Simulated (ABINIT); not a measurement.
Runs of ABINIT 10.8.3 (patched build) on Zr. It takes space group P6_3/mmc (No. 194, hexagonal). The conventional cell has a = 3.232 Å, b = 3.232 Å, c = 5.147 Å, α = 90.00°, β = 90.00°, γ = 120.00°. Zr (site symmetry -6m2) is surrounded by 12 Zr at 3.18 to 3.23 Å. 

| task | level | potentials or basis | cell | k mesh | cutoff (eV) | smearing | cutoff smearing ecutsm (Ha) | stop of the response cycle (tolvrs) | acoustic sum rule (asr) | fine-grid cutoff | bands in the sums | gap on the mesh (eV) | pressure (GPa) |
| --- | --- | --- | --- | --- | --- | --- | --- | --- | --- | --- | --- | --- | --- |
| phonons | PBE | JTH PAW PBE v2.0 | cell relaxed at zero pressure by an earlier run | 12 × 12 × 6 | 463 | methfessel-paxton 0.2 eV | 0.5 | 1e-09 | 2 | 925.187 eV | - | none | -0.1 |
| single point | PBE | JTH PAW PBE v2.0 | cell relaxed | 7 × 7 × 4 | 463 | fermi-dirac 0.05 eV | - | - | - | 925.187 eV | - | none | -0.1 |
| single point | PBEsol | PseudoDojo NC SR PBEsol v0.4.1 standard | as given | 7 × 7 × 4 | 789 | fermi-dirac 0.05 eV | - | - | - | - | - | none | -3.6 |
| optical spectrum | PBEsol | PseudoDojo NC SR PBEsol v0.4.1 standard | as given | 16 × 16 × 8, shifted | 789 | fermi-dirac 0.136 eV | - | - | - | - | 20 | - | (a) |
| relaxation of cell and atoms | PBE | JTH PAW PBE v2.0 | relaxed | 7 × 7 × 4 | 463 | fermi-dirac 0.05 eV | 0.5 | - | - | 925.187 eV | - | none | 0.0 |

Alike in all rows: no spin polarisation.

Task: Fill in the values left out.

Result: (a) -3.5.

Caveats: the intraband (Drude) term is left out (some runs); spectra need much finer meshes, so this one isn't converged (some runs); independent-particle spectra lack excitons (some runs).

A k mesh can miss the band edges, and the runs leave out spin-orbit coupling on Zr.

A gap of «none» marks a metal or a gap under the smearing width.
